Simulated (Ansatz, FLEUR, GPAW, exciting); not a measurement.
**BN: 4 runs at one level of theory**

```
N B
1.0
     0.00000    1.81300    1.81300
     1.81300    0.00000    1.81300
     1.81300    1.81300    0.00000
N B
1 1
Direct
  0.25000 0.25000 0.25000
  0.00000 0.00000 0.00000
```

The cell is a database's computed one, not the measured one.

Alike in all runs: task band structure; functional RPBE; k mesh 13 × 13 × 13; occupations fermi-dirac, width 0.05 eV; no spin polarisation; no spin-orbit coupling. Pressure is positive in compression and, in plane waves, holds the error of the finite cutoff. Gaps are the smaller of the mesh's and the band path's.

```csv
program and potentials,plane-wave cutoff (eV),notes,band gap (eV),pressure (GPa)
"GPAW, the program's PAW data sets (release 1.2.1) made for this functional",800,-,?,?
"FLEUR, all-electron, FLAPW",-,-,4.66,-
"exciting, all-electron LAPW+lo, shipped species files, valence relativity iora*",-,-,4.50,-
"Ansatz, all-electron LAPW, scalar-relativistic",-,-,4.49,5.38
```

Q: Estimate from the other rows what the run with GPAW, the program's PAW data sets (release 1.2.1) made for this functional gave.

A: Band gap 4.50 eV; pressure 4.26 GPa. The other rows, which needn't bracket it: band gap 4.49 to 4.66; pressure 5.38.
